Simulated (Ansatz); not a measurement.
# NaI: do energies and stresses tell the same story?

Method: DFT PBE, scalar-relativistic, plane waves, PAW (Ansatz).

Settings: cutoff 420 eV, Γ-centred mesh 6×6×6 on the computed 2-atom cell, Gaussian smearing of 0.02 eV; no spin polarisation.

Relaxed cell: Fm-3m, a = 6.528 Å, b = 6.528 Å, c = 6.528 Å, α = 90.00°, β = 90.00°, γ = 90.00°, 2 atoms in the primitive cell.

Energies at zero smearing and pressures from the stress tensor, at volumes with shape and atoms relaxed:
```
V (Å³/atom) E − E(first) (meV/atom) P (GPa)
     32.690                     0.00    1.094
     33.733                    -5.15    0.504
     34.777                    -6.77    0.007
     35.820                    -5.42   -0.411
     36.863                    -1.57   -0.764
```

Q: Check P = −dE/dV between neighbouring volumes, and get the bulk modulus from the pressures alone.

A: With 1 eV/Å³ = 160.2 GPa:
```
middle V (Å³/atom)  −ΔE/ΔV (GPa) mean P (GPa)
            33.212         0.791         0.799
            34.255         0.250         0.256
            35.298        -0.208        -0.202
            36.342        -0.592        -0.587
```

The two differ by 0.008 GPa at most. The mean of two end pressures misses the average over a step by about ΔV² P″/12, up to 0.008 GPa here; with that taken off 0.001 GPa remains. Around V = 34.777 Å³/atom, the two neighbours give B = −V ΔP/ΔV = 34.777 × 0.915 / 2.087 = 15.2 GPa, against B0 = 15.1 GPa from the Birch–Murnaghan fit of the energies.